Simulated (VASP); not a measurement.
Write an ASE script for VASP 6.6.1 that does the following.

| Quantity | Value |
| --- | --- |
| Task | density of states |
| Functional | TPSS |
| Dispersion | D3 |
| Potentials or basis | VASP PAW PBE potentials, release 64 (Ba_sv) |
| Cutoff | 500 eV |
| k mesh | 7 × 7 × 7 |
| Occupations | tetrahedron |
| Spin | no spin polarisation |
| Further INCAR settings | ALGO = Normal; EDIFF = 1.00e-07; NBANDS = 11 |

The structure of Ba lies in Ba.cif:

```cif
data_Ba
_cell_length_a 4.57167869
_cell_length_b 4.57167869
_cell_length_c 4.57167869
_cell_angle_alpha 60.00000000
_cell_angle_beta 60.00000000
_cell_angle_gamma 60.00000000
_space_group_name_H-M_alt 'P1'
_space_group_name_Hall 'P 1'
_space_group_IT_number 1
loop_
_space_group_symop_operation_xyz
'x,y,z'
loop_
_atom_site_label
_atom_site_type_symbol
_atom_site_symmetry_multiplicity
_atom_site_Wyckoff_symbol
_atom_site_fract_x
_atom_site_fract_y
_atom_site_fract_z
_atom_site_occupancy
Ba1 Ba 1 a 0.0000000000 0.0000000000 0.0000000000 1
```

This isn't the form of Ba at room conditions, which is bcc.

One way to write it, as run:

run.py

```python
from ase.calculators.vasp import Vasp
from ase.dft.dos import DOS
from ase.io import read

atoms = read('Ba.cif')
calc = Vasp(
    directory='calc',
    xc='tpss',
    pp='PBE',
    setups='minimal',
    prec='Accurate',
    encut=500,
    ediff=1e-07,
    ismear=-5,
    sigma=0.05,
    lreal=False,
    lasph=True,
    nelm=80,
    algo='Normal',
    isif=2,
    lwave=False,
    lcharg=False,
    lmixtau=True,
    ivdw=11,
    lorbit=10,
    kpts=[7, 7, 7],
    gamma=True,
    nbands=11,
)
atoms.calc = calc

print('energy (eV):', atoms.get_potential_energy())
print('free energy (eV):', atoms.get_potential_energy(force_consistent=True))
print('forces (eV/A):')
print(atoms.get_forces())
print('stress (eV/A^3, Voigt):', atoms.get_stress())
print('Fermi level (eV):', calc.get_fermi_level())
dos = DOS(calc, width=0.05, window=(-10, 10), npts=301)
print('E - E_F (eV), DOS (1/eV)')
for e, g in zip(dos.get_energies(), dos.get_dos()):
    print(f'{e:8.3f} {g:10.4f}')
```

Potentials or basis: VASP PAW PBE potentials, release 64 (Ba_sv).

Run with:

```sh
$ python run.py
```

It gave:

```
Pressure                                              : -0.7 GPa
Band gap on the k mesh                                : none (metal or under the smearing width)
Valence electrons inside the program's atomic spheres : Ba 7.87
Dispersion energy per atom                            : -0.152 eV
```

Caveat: the PAW data sets were made with another functional, which shifts forces and pressure a little; pairwise dispersion overbinds metals, which lowers pressure and volume; tetrahedron occupations give inexact forces and stress in metals.

Run time: 110 s on 1 thread of AMD EPYC 9R45 96-Core Processor (Zen 5), on a shared host, peak memory 0.2 GiB.
